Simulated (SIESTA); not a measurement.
Crystal: Ta2N.

```
Ta N
1.0
     3.11286    0.00000    0.00000
    -1.55643    2.69582    0.00000
     0.00000    0.00000    4.86984
Ta N
2 1
Direct
  0.33333 0.66667 0.25471
  0.66667 0.33333 0.74529
  0.00000 0.00000 0.00000
```

The cell comes from a database or a generator and needn't be the stable form of this composition.

```yaml
Program: SIESTA 5.4.2
Task: single point
Functional: PBE
Potentials_or_basis: PseudoDojo 0.4 standard (PBE files)
Basis: DZP (energy shift 0.003 Ry; two zetas on semicore shells)
Grid_cutoff: 800 Ry
Energy_shift: 0.003 Ry
k_mesh: 10 × 10 × 6
Occupations: fermi-dirac, width 0.05 eV
Spin: no spin polarisation
```

On this cell: pressure 1.8 GPa; largest force 0.539 eV/Å; band gap on the k mesh none (metal or under the smearing width).

The same run follows on a disturbed copy (atoms moved at random, drawn with an rms of 0.05 Å):

```xyz
3
Lattice="3.1129 0.0000 0.0000 -1.5564 2.6958 0.0000 0.0000 0.0000 4.8698" Properties=species:S:1:pos:R:3 pbc="T T T"
Ta   -0.0066    1.7615    1.2238
Ta    1.6174    0.9226    3.6193
N    -0.0143    0.0159    0.0193
```

Task: What changes?

Result: The energy (extrapolated to zero smearing) moves by +12.2 meV/atom; pressure 2.5 GPa; largest force 1.017 eV/Å; band gap on the k mesh none (metal or under the smearing width).

Forces in eV/Å, atoms in the order of the input:
```
Ta  -0.041  0.406  0.931
Ta  -0.483 -0.003 -0.446
N    0.523 -0.403 -0.484
```

Stress tensor (GPa, compression positive):
```
2.37 0.02 1.13
0.02 2.82 1.24
1.13 1.24 2.30
```

Caveats: short orbitals over semicore shells can move pressures by several GPa; the basis of atomic orbitals isn't converged, which shifts pressures, moduli and gaps.
